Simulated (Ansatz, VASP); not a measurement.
One calculation of InAs, two programs

File INCAR:

```
PREC = Accurate
ENCUT = 520
EDIFF = 1E-7
ISMEAR = 0
SIGMA = 0.1
LREAL = F
LASPH = T
NELM = 80
ALGO = Normal
ISIF = 2
LWAVE = F
LCHARG = T
GGA = PE
LELF = T
LVHAR = T
NBANDS = 16
```

Contents of KPOINTS:

```
Automatic mesh
0
Gamma
  12 12 12
```

Contents of POSCAR:

```
InAs
1.0
    0.0000000000      3.0931634715      3.0931634715
    3.0931634715      0.0000000000      3.0931634715
    3.0931634715      3.0931634715      0.0000000000
In As
1 1
Direct
    0.0000000000      0.0000000000      0.0000000000
    0.2500000000      0.2500000000      0.2500000000
```

Input for Ansatz:

```yaml
crystal:
  lattice:
    - [0.0, 3.0931634715, 3.0931634715]
    - [3.0931634715, 0.0, 3.0931634715]
    - [3.0931634715, 3.0931634715, 0.0]
  atoms:
    - { symbol: In, position: [0.0, 0.0, 0.0] }
    - { symbol: As, position: [0.25, 0.25, 0.25] }
basis:
  ecutwfc: 420
kpoints:
  mp_grid: { grid: [12, 12, 12] }
  band_path:
    path:
      - [[0.0, 0.0, 0.0], [-0.5, -0.5, 0.0], [-0.375, -0.375, 0.25]]
      - [[-0.375, 0.0, 0.375], [0.0, 0.0, 0.0], [0.0, 0.0, 0.5], [-0.5, -0.25, 0.25], [-0.5, -0.5, 0.0]]
    npoints: 14
hamiltonian:
  xc: pbe
scf:
  occupations: { method: gaussian, width: 0.1 }
  n_extra_bands: 6
output:
  forces: true
  stress: true
  eigenvalues: true
  populations: true
  dos: { projected: true, de: 0.02, nscf_kmesh: { grid: [18, 18, 18] } }
  bader: true
  write_density: true
  write_potential: true
  elf: true
  volumetric_format: npy
```

Alike in both runs: task single point; functional PBE; k mesh 12 × 12 × 12; occupations gaussian, width 0.1 eV; no spin polarisation.

|  | VASP | Ansatz |
| --- | --- | --- |
| version | VASP 6.6.1 | Ansatz 0.2.0 |
| potentials or method | VASP PAW PBE potentials, release 64 (In_d, As) | scalar-relativistic, plane waves, PAW |
| plane-wave cutoff (eV) | 520 | 420 |
| valence electrons in the cell | 18 | 28 |

```csv
,VASP,Ansatz,Ansatz less VASP
gap on the k mesh at the Fermi level (eV),none,none,-
pressure (GPa),0.0,0.0,-0.05
```

A gap of «none» marks a metal or a gap that the smearing closes. The two sets of potentials don't hold the same shells in valence.

Caveats: this crystal is a semiconductor, whose small gap the functional closes, so the metal is an error of the method.
